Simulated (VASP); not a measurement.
# ScAl3 (Pm-3m) in VASP: further runs

The runs below take ScAl3 through relaxation of cell and atoms, relaxation of the atoms, with PBE.

All numbers are computed with VASP 6.6.1; they aren't measurements. Logs are shortened: lines on timing, memory, paths and dates and some standing lists are left out, and cuts for length are marked.

### 1 The crystal as given

Symmetry: Pm-3m, No. 221, cubic system. Conventional cell: a = 4.105 Å, b = 4.105 Å, c = 4.105 Å, α = 90.00°, β = 90.00°, γ = 90.00°. Around Sc (site symmetry m-3m) lie 12 Al at 2.90 Å. Around Al (site symmetry 4/mmm) lie 4 Sc at 2.90 Å and 8 Al at 2.90 Å.

The cell is a database's computed one.

### 2 Relaxation of cell and atoms, PBE

INCAR

```
PREC = Accurate ; ENCUT = 600
EDIFF = 1E-7 ; ISMEAR = 1
SIGMA = 0.1 ; LREAL = False
LASPH = True ; NELM = 80
ALGO = Normal ; ISIF = 3
LWAVE = False ; LCHARG = False
GGA = PE ; IBRION = 2
NSW = 90 ; EDIFFG = -0.005
```

KPOINTS

```
regular mesh
0
Gamma
  10 10 10
```

POSCAR

```
ScAl3                                   
1.0
    4.1052719128     -0.0000000000      0.0000000000
   -0.0000000000      4.1052719128      0.0000000000
   -0.0000000000      0.0000000000      4.1052719128
  Sc              Al            
     1     3
Direct
     0.0000000000000000    0.0000000000000000    0.0000000000000000
     0.5000000000000000    0.0000000000000000    0.5000000000000000
     0.0000000000000000    0.5000000000000000    0.5000000000000000
     0.5000000000000000    0.5000000000000000    0.0000000000000000
```

Potentials or basis: VASP PAW PBE potentials, release 64 (Sc_sv, Al).

The run is started by

```bash
> cat potpaw_PBE.64/Sc_sv/POTCAR potpaw_PBE.64/Al/POTCAR > POTCAR
> mpirun -np 1 vasp_std > vasp.out
```

OUTCAR:

```text
PREC = Accurate
   ENCUT = 600
   EDIFF = 1E-7
   ISMEAR = 1
   LREAL = False
   LASPH = True
   NELM = 80
   ISIF = 3
   GGA = PE
   IBRION = 2
   NSW = 90
   EDIFFG = -0.005

 ion  position               nearest neighbor table
   1  0.000  0.000  0.000-   2 2.90   3 2.90   4 2.90   2 2.90   3 2.90   3 2.90   4 2.90   3 2.90
                             2 2.90   4 2.90   2 2.90   4 2.90
   2  0.500  0.000  0.500-   1 2.90   3 2.90   4 2.90   1 2.90   4 2.90   3 2.90   4 2.90   4 2.90
                             1 2.90   3 2.90   1 2.90   3 2.90
   3  0.000  0.500  0.500-   1 2.90   2 2.90   4 2.90   1 2.90   4 2.90   1 2.90   2 2.90   1 2.90
                             2 2.90   4 2.90   4 2.90   2 2.90
   4  0.500  0.500  0.000-   1 2.90   2 2.90   3 2.90   2 2.90   3 2.90   1 2.90   2 2.90   2 2.90
                             1 2.90   3 2.90   3 2.90   1 2.90

  LATTYP: Found a simple cubic cell.
 ALAT       =     4.1052719128

  Lattice vectors:

 A1 = (   4.1052719128,   0.0000000000,   0.0000000000)
 A2 = (   0.0000000000,   4.1052719128,   0.0000000000)
 A3 = (   0.0000000000,   0.0000000000,   4.1052719128)

Analysis of symmetry for initial positions (statically):
=====================================================================
 Subroutine PRICEL returns:
 Original cell was already a primitive cell.

 Routine SETGRP: Setting up the symmetry group for a
 simple cubic supercell.

 Subroutine GETGRP returns: Found 48 space group operations
 (whereof 48 operations were pure point group operations)
 out of a pool of 48 trial point group operations.

The static configuration has the point symmetry O_h .

Analysis of symmetry for dynamics (positions and initial velocities):
=====================================================================
 Subroutine PRICEL returns:
 Original cell was already a primitive cell.

 Routine SETGRP: Setting up the symmetry group for a
 simple cubic supercell.

 Subroutine GETGRP returns: Found 48 space group operations
 (whereof 48 operations were pure point group operations)
 out of a pool of 48 trial point group operations.

The dynamic configuration has the point symmetry O_h .

 Subroutine INISYM returns: Found 48 space group operations
 (whereof 48 operations are pure point group operations),
 and found     1 'primitive' translations

----------------------------------------------------------------------------------------

                                     Primitive cell

  volume of cell :      69.1872

  direct lattice vectors                    reciprocal lattice vectors
     4.105271913  0.000000000  0.000000000     0.243589224  0.000000000  0.000000000
     0.000000000  4.105271913  0.000000000     0.000000000  0.243589224  0.000000000
[... 112 lines left out ...]
  Thomas-Fermi vector in A             =   2.218496
   LORBIT       =      0    0 simple, 1 ext, 2 COOP (PROOUT), +10 PAW based schemes
   GGA     = PE    functional components
   LHFCALC =     F    Hartree Fock is set to
   AEXX    =    0.0000 exact exchange contribution
   IVDW    =     0    specifies the selected vdW correction
   LEPSILON=     F    determine dielectric tensor
   LRPA    =     F    only Hartree local field effects (RPA)
 conjugate gradient relaxation of ions
 non-spin polarized calculation
 Methfessel and Paxton  Order N= 1 SIGMA  =   0.10
  energy-cutoff  :      600.00
  volume of cell :       69.19
 maximum number of plane-waves:      2325
 NGX is ok and might be reduce to    36
   NGX = 17   NGY = 17   NGZ = 17

 number of electron      20.0000000 magnetization

 Free energy of the ion-electron system (eV)
  ---------------------------------------------------
  ext. energy  EPLUGINS =         0.00000000
  ---------------------------------------------------
  free energy    TOTEN  =       -19.29822981 eV

  energy without entropy =      -19.29877748  energy(sigma->0) =      -19.29841236

 E-fermi :   7.1751     XC(G=0): -10.3673

 val. band max:        7.1190170822   @ k =   0.5000   0.1000   0.1000
 cond. band min:       7.1922354387   @ k =   0.3000   0.0000   0.0000
 fundamental gap:      0.0732183564
 Fermi energy:         7.1750526458

 k-point     1 :       0.0000    0.0000    0.0000
  band No.  band energies     occupation
      1     -41.8537      2.00000
      2     -20.5527      2.00000
      3     -20.5527      2.00000
      4     -20.5527      2.00000
      5      -2.8065      2.00000
      6       4.5536      2.00000
      7       4.5536      2.00000
      8       5.3492      2.00000
      9       5.3492      2.00000
     10       5.3492      2.00000
     11       8.4234     -0.00000
     12       8.4609     -0.00000
     13       8.4609     -0.00000
     14       8.4609     -0.00000
[... 377 lines left out ...]
      1     -41.8526      2.00000
      2     -20.5720      2.00000
      3     -20.5539      2.00000
      4     -20.5536      2.00000
      5      -1.8308      2.00000
      6       1.6480      2.00000
      7       4.2273      2.00000
      8       4.8300      2.00000
      9       6.0046      2.00000
     10       7.3899     -0.00961
     11       7.8022     -0.00000
     12       8.1441     -0.00000
     13       9.0980     -0.00000
     14       9.7273      0.00000

 [... further k-points ...]

------------------------ aborting loop because EDIFF is reached ----------------------------------------

  FORCE on cell =-STRESS in cart. coord.  units (eV):
  Direction    XX          YY          ZZ          XY          YZ          ZX
  --------------------------------------------------------------------------------------
  -------------------------------------------------------------------------------------
  Total        0.0033956      0.0033956      0.0033956      0.0000000      0.0000000      0.0000000
  in kB        0.0786334      0.0786334      0.0786334      0.0000000      0.0000000      0.0000000
  external PRESSURE =       0.0786334 kB  Pullay stress =       0.0000000 kB

 VOLUME and BASIS-vectors are now :
 -----------------------------------------------------------------------------
  energy-cutoff  :      600.00
  volume of cell :       69.19
      direct lattice vectors                 reciprocal lattice vectors
     4.105271913  0.000000000  0.000000000     0.243589224  0.000000000  0.000000000
     0.000000000  4.105271913  0.000000000     0.000000000  0.243589224  0.000000000
     0.000000000  0.000000000  4.105271913     0.000000000  0.000000000  0.243589224

 POSITION                                       TOTAL-FORCE (eV/Angst)
 -----------------------------------------------------------------------------------
      0.00000      0.00000      0.00000         0.000000      0.000000      0.000000
      2.05264      0.00000      2.05264         0.000000      0.000000      0.000000
      0.00000      2.05264      2.05264         0.000000      0.000000      0.000000
      2.05264      2.05264      0.00000         0.000000      0.000000      0.000000
 -----------------------------------------------------------------------------------
    total drift:                                0.000000     -0.000000     -0.000000

  FREE ENERGIE OF THE ION-ELECTRON SYSTEM (eV)
  ---------------------------------------------------
  free  energy   TOTEN  =       -19.2982298073 eV

  energy  without entropy=      -19.2987774769  energy(sigma->0) =      -19.29841236

 reached required accuracy - stopping structural energy minimisation
```

OSZICAR:

```text
N       E                     dE             d eps       ncg     rms          rms(c)
DAV:   1     0.127312531661E+03    0.12731E+03   -0.90847E+03  1568   0.144E+03
DAV:   2    -0.113960659652E+02   -0.13871E+03   -0.13698E+03  1574   0.381E+02
DAV:   3    -0.201556138541E+02   -0.87595E+01   -0.83665E+01  2516   0.783E+01
DAV:   4    -0.203072623365E+02   -0.15165E+00   -0.15092E+00  2298   0.100E+01
DAV:   5    -0.203098441364E+02   -0.25818E-02   -0.25806E-02  2212   0.133E+00    0.871E+00
DAV:   6    -0.193695353922E+02    0.94031E+00   -0.48451E+00  2622   0.256E+01    0.307E+00
DAV:   7    -0.193220452587E+02    0.47490E-01   -0.91925E-02  1928   0.271E+00    0.177E+00
DAV:   8    -0.192985243969E+02    0.23521E-01   -0.37980E-02  2362   0.165E+00    0.220E-01
DAV:   9    -0.192982777742E+02    0.24662E-03   -0.27837E-03  2042   0.428E-01    0.833E-02
DAV:  10    -0.192982373530E+02    0.40421E-04   -0.17972E-04  2416   0.132E-01    0.643E-02
DAV:  11    -0.192982350669E+02    0.22861E-05   -0.32226E-05  2474   0.398E-02    0.344E-02
DAV:  12    -0.192982296512E+02    0.54158E-05   -0.20306E-05  2502   0.470E-02    0.457E-03
DAV:  13    -0.192982297560E+02   -0.10480E-06   -0.81089E-07  2116   0.112E-02    0.236E-03
DAV:  14    -0.192982298073E+02   -0.51331E-07   -0.34695E-07  1740   0.679E-03
   1 F= -.19298230E+02 E0= -.19298412E+02  d E =-.192982E+02
```

CONTCAR:

```text
ScAl3
   1.00000000000000
     4.1052719128000001    0.0000000000000000    0.0000000000000000
     0.0000000000000000    4.1052719128000001    0.0000000000000000
     0.0000000000000000    0.0000000000000000    4.1052719128000001
  Sc              Al
     1     3
Direct
     0.0000000000000000    0.0000000000000000    0.0000000000000000
     0.5000000000000000    0.0000000000000000    0.5000000000000000
     0.0000000000000000    0.5000000000000000    0.5000000000000000
     0.5000000000000000    0.5000000000000000    0.0000000000000000

  0.00000000E+00  0.00000000E+00  0.00000000E+00
  0.00000000E+00  0.00000000E+00  0.00000000E+00
  0.00000000E+00  0.00000000E+00  0.00000000E+00
  0.00000000E+00  0.00000000E+00  0.00000000E+00
```

Run time: 40 s. Hardware: 1 thread of Intel Xeon Platinum 8488C (Sapphire Rapids), shared host; peak memory 0.24 GiB.

Results:

```
Free energy             : -19.2982 eV
Pressure after relaxing : 0.0 GPa
Band gap on the k mesh  : none (metal or under the smearing width)
```

Final structure:
```
Sc Al
1.0
     4.10527    0.00000    0.00000
     0.00000    4.10527    0.00000
     0.00000    0.00000    4.10527
Sc Al
1 3
Direct
  0.00000 0.00000 0.00000
  0.50000 0.00000 0.50000
  0.00000 0.50000 0.50000
  0.50000 0.50000 0.00000
```

Levels at points of the mesh, in eV from the Fermi level:
```
           k point  band 7  band 8  band 9  band 10  band 11  band 12  band 13  band 14
(0.00, 0.00, 0.00)   -2.62   -1.83   -1.83    -1.83     1.25     1.29     1.29     1.29
(0.50, 0.00, 0.00)   -1.71   -1.71   -1.46     0.78     0.97     0.97     1.34     1.61
(0.50, 0.50, 0.00)   -5.63   -4.34   -0.54    -0.54     1.18     1.35     2.05     2.46
(0.50, 0.50, 0.50)   -4.80   -4.45   -2.96    -2.96    -2.96     0.92     2.57     2.57
```

Caveat: the relaxation stopped at its first step, so nothing moved.

### 3 Relaxation of the atoms, PBE (a relaxed cell with its volume scaled by 0.94)

INCAR

```
PREC = Accurate ; ENCUT = 600
EDIFF = 1E-7 ; ISMEAR = 1
SIGMA = 0.1 ; LREAL = False
LASPH = True ; NELM = 80
ALGO = Normal ; ISIF = 2
LWAVE = False ; LCHARG = False
GGA = PE ; IBRION = 2
NSW = 40 ; EDIFFG = -0.01
```

KPOINTS is that of step 2.

POSCAR: that of step 2 with these lines changed.

```diff
@@ -2,5 +2,5 @@
 1.0
-    4.1052719128     -0.0000000000      0.0000000000
-   -0.0000000000      4.1052719128      0.0000000000
-   -0.0000000000      0.0000000000      4.1052719128
+    4.0214673383      0.0000000000      0.0000000000
+    0.0000000000      4.0214673383      0.0000000000
+    0.0000000000      0.0000000000      4.0214673383
   Sc              Al
```

Potentials or basis: VASP PAW PBE potentials, release 64 (Sc_sv, Al).

The run is started by

```bash
> cat potpaw_PBE.64/Sc_sv/POTCAR potpaw_PBE.64/Al/POTCAR > POTCAR
> mpirun -np 1 vasp_std > vasp.out
```

Wall time 24 s (1 thread of Intel Xeon Platinum 8488C (Sapphire Rapids), shared host); peak memory 0.21 GiB.

Results (log left out):

* Free energy: -19.2226 eV
* Pressure after relaxing: 6.1 GPa
* Band gap on the k mesh: none (metal or under the smearing width)

Final structure:
```
Sc Al
1.0
     4.02147    0.00000    0.00000
     0.00000    4.02147    0.00000
     0.00000    0.00000    4.02147
Sc Al
1 3
Direct
  0.00000 0.00000 0.00000
  0.50000 0.00000 0.50000
  0.00000 0.50000 0.50000
  0.50000 0.50000 0.00000
```

Levels at points of the mesh, in eV from the Fermi level:
```tsv
k point	band 8	band 9	band 10	band 11	band 12	band 13
(0.00, 0.00, 0.00)	-1.86	-1.86	-1.86	1.23	1.31	1.31
(0.50, 0.00, 0.00)	-1.81	-1.60	1.05	1.05	1.13	1.34
(0.50, 0.50, 0.00)	-4.50	-0.59	-0.59	1.19	1.41	2.18
(0.50, 0.50, 0.50)	-4.68	-3.03	-3.03	-3.03	1.06	2.73
```

Caveat: the relaxation stopped at its first step, so nothing moved.

### 4 Relaxation of the atoms, PBE (a relaxed cell with its volume scaled by 0.96)

INCAR is that of step 3.

KPOINTS is that of step 3.

POSCAR: that of step 3 with these lines changed.

```diff
@@ -2,5 +2,5 @@
 1.0
-    4.0214673383      0.0000000000      0.0000000000
-    0.0000000000      4.0214673383      0.0000000000
-    0.0000000000      0.0000000000      4.0214673383
+    4.0497884639      0.0000000000      0.0000000000
+    0.0000000000      4.0497884639      0.0000000000
+    0.0000000000      0.0000000000      4.0497884639
   Sc              Al
```

Potentials or basis: VASP PAW PBE potentials, release 64 (Sc_sv, Al).

The run is started by

```bash
> cat potpaw_PBE.64/Sc_sv/POTCAR potpaw_PBE.64/Al/POTCAR > POTCAR
> mpirun -np 1 vasp_std > vasp.out
```

OUTCAR:

```text
PREC = Accurate
   ENCUT = 600
   EDIFF = 1E-7
   ISMEAR = 1
   LREAL = False
   LASPH = True
   NELM = 80
   ISIF = 2
   GGA = PE
   IBRION = 2
   NSW = 40
   EDIFFG = -0.01

 ion  position               nearest neighbor table
   1  0.000  0.000  0.000-   2 2.86   3 2.86   4 2.86   2 2.86   3 2.86   3 2.86   4 2.86   3 2.86
                             2 2.86   4 2.86   2 2.86   4 2.86
   2  0.500  0.000  0.500-   1 2.86   3 2.86   4 2.86   1 2.86   4 2.86   3 2.86   4 2.86   4 2.86
                             1 2.86   3 2.86   1 2.86   3 2.86
   3  0.000  0.500  0.500-   1 2.86   2 2.86   4 2.86   1 2.86   4 2.86   1 2.86   2 2.86   1 2.86
                             2 2.86   4 2.86   4 2.86   2 2.86
   4  0.500  0.500  0.000-   1 2.86   2 2.86   3 2.86   2 2.86   3 2.86   1 2.86   2 2.86   2 2.86
                             1 2.86   3 2.86   3 2.86   1 2.86

  LATTYP: Found a simple cubic cell.
 ALAT       =     4.0497884639

  Lattice vectors:

 A1 = (   4.0497884639,   0.0000000000,   0.0000000000)
 A2 = (   0.0000000000,   4.0497884639,   0.0000000000)
 A3 = (   0.0000000000,   0.0000000000,   4.0497884639)

Analysis of symmetry for initial positions (statically):
=====================================================================
 Subroutine PRICEL returns:
 Original cell was already a primitive cell.

[... 579 lines left out ...]
      5      -1.6441      2.00000
      6       1.9254      2.00000
      7       4.5503      2.00000
      8       5.1412      2.00000
      9       6.3119      2.00000
     10       7.7620     -0.00989
     11       8.1807     -0.00000
     12       8.5882     -0.00000
     13       9.5332     -0.00000
     14      10.3057      0.00000

 [... further k-points ...]

------------------------ aborting loop because EDIFF is reached ----------------------------------------

  FORCE on cell =-STRESS in cart. coord.  units (eV):
  Direction    XX          YY          ZZ          XY          YZ          ZX
  --------------------------------------------------------------------------------------
  -------------------------------------------------------------------------------------
  Total        1.6064612      1.6064612      1.6064612      0.0000000      0.0000000      0.0000000
  in kB       38.7510793     38.7510793     38.7510793      0.0000000      0.0000000      0.0000000
  external PRESSURE =      38.7510793 kB  Pullay stress =       0.0000000 kB

 VOLUME and BASIS-vectors are now :
 -----------------------------------------------------------------------------
  energy-cutoff  :      600.00
  volume of cell :       66.42
      direct lattice vectors                 reciprocal lattice vectors
     4.049788464  0.000000000  0.000000000     0.246926477  0.000000000  0.000000000
     0.000000000  4.049788464  0.000000000     0.000000000  0.246926477  0.000000000
     0.000000000  0.000000000  4.049788464     0.000000000  0.000000000  0.246926477

 POSITION                                       TOTAL-FORCE (eV/Angst)
 -----------------------------------------------------------------------------------
      0.00000      0.00000      0.00000         0.000000      0.000000      0.000000
      2.02489      0.00000      2.02489         0.000000      0.000000      0.000000
      0.00000      2.02489      2.02489         0.000000      0.000000      0.000000
      2.02489      2.02489      0.00000         0.000000      0.000000      0.000000
 -----------------------------------------------------------------------------------
    total drift:                                0.000000      0.000000      0.000000

  FREE ENERGIE OF THE ION-ELECTRON SYSTEM (eV)
  ---------------------------------------------------
  free  energy   TOTEN  =       -19.2657310672 eV

  energy  without entropy=      -19.2664010607  energy(sigma->0) =      -19.26595440

 reached required accuracy - stopping structural energy minimisation
```

Wall time 26 s (1 thread of Intel Xeon Platinum 8488C (Sapphire Rapids), shared host); peak memory 0.22 GiB.

Results:

- Free energy: -19.2657 eV
- Pressure after relaxing: 3.9 GPa
- Band gap on the k mesh: none (metal or under the smearing width)

Final structure:
```yaml
crystal:
  lattice:
    - [4.04979, 0.00000, 0.00000]
    - [0.00000, 4.04979, 0.00000]
    - [0.00000, 0.00000, 4.04979]
  atoms:
    - { symbol: Sc, position: [0.00000, 0.00000, 0.00000] }
    - { symbol: Al, position: [0.50000, 0.00000, 0.50000] }
    - { symbol: Al, position: [0.00000, 0.50000, 0.50000] }
    - { symbol: Al, position: [0.50000, 0.50000, 0.00000] }
```

Caveat: the relaxation stopped at its first step, so nothing moved.

### 5 The runs side by side

```csv
task,cell,gap on the mesh (eV),pressure (GPa)
relaxation of cell and atoms,relaxed,none,0.0
relaxation of the atoms,atoms relaxed from: a relaxed cell with its volume scaled by 0.94,none,6.1
relaxation of the atoms,atoms relaxed from: a relaxed cell with its volume scaled by 0.96,none,3.9
```

Alike in all rows: level PBE; potentials or basis VASP PAW PBE potentials, release 64 (Sc_sv, Al); no spin polarisation; k mesh 10 × 10 × 10; cutoff (eV) 600; smearing methfessel-paxton 0.1 eV.

Caveats: the relaxation stopped at its first step, so nothing moved.

Total energies depend on the potentials used, so only differences within one code and one set of settings carry meaning.
